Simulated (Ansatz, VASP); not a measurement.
# One calculation of CdSe, two programs

The input INCAR:

```
SYSTEM = CdSe
ALGO = Normal
EDIFF = 1E-6
ENCUT = 520
GGA = PS
ISIF = 2
ISMEAR = 0
LASPH = .True.
LCHARG = .False.
LREAL = .False.
LWAVE = .False.
NBANDS = 16
NELM = 100
PREC = Accurate
SIGMA = 0.05
```

Contents of KPOINTS:

```
k-points
0
Gamma
  10 10 10
  0 0 0
```

The input POSCAR:

```
CdSe
1.0
    0.0000000000      3.0085804857      3.0085804857
    3.0085804857      0.0000000000      3.0085804857
    2.8537388767      2.8537388767      0.1548416090
Cd Se
1 1
Direct
    0.0000000000      0.0000000000      0.0000000000
    0.7500000000      0.7500000000      0.7500000000
```

Input for Ansatz:

```yaml
crystal:
  lattice:
    - [0.0, 3.0085804857, 3.0085804857]
    - [3.0085804857, 0.0, 3.0085804857]
    - [2.8537388767, 2.8537388767, 0.154841609]
  atoms:
    - { symbol: Cd, position: [0.0, 0.0, 0.0] }
    - { symbol: Se, position: [0.75, 0.75, 0.75] }
basis:
  ecutwfc: 420
kpoints:
  mp_grid: { grid: [10, 10, 10] }
hamiltonian:
  xc: pbesol
scf:
  occupations: { method: gaussian, width: 0.05 }
output:
  forces: true
  stress: true
  eigenvalues: true
```

Alike in both runs: task single point; functional PBEsol; k mesh 10 × 10 × 10; occupations gaussian, width 0.05 eV; no spin polarisation.

|  | VASP | Ansatz |
| --- | --- | --- |
| version | VASP 6.6.1 | Ansatz 0.2.0 |
| potentials or method | VASP PAW PBE potentials, release 64 (Cd, Se) | scalar-relativistic, plane waves, PAW |
| plane-wave cutoff (eV) | 520 | 420 |
| valence electrons in the cell | 18 | 36 |

|  | VASP | Ansatz | Ansatz less VASP |
| --- | --- | --- | --- |
| gap on the k mesh at the Fermi level (eV) | 0.60 | 0.59 | -0.006 |
| least direct gap on the mesh (eV) | 0.60 | 0.59 | -0.006 |
| pressure (GPa) | 9.1 | 8.5 | -0.59 |
| largest component of the traceless stress (GPa) | 4.34 | 4.23 | -0.108 |
| rms of the force components (eV/Å) | 0.748 | 0.723 | -0.0253 |

Atom by atom the forces differ by 0.025 eV/Å (rms over components). The functional is the same, so the differences come from potentials, cutoffs and numerics. The two sets of potentials don't hold the same shells in valence.

Caveats: the PAW data sets were made with another functional, which shifts forces and pressure a little (VASP).
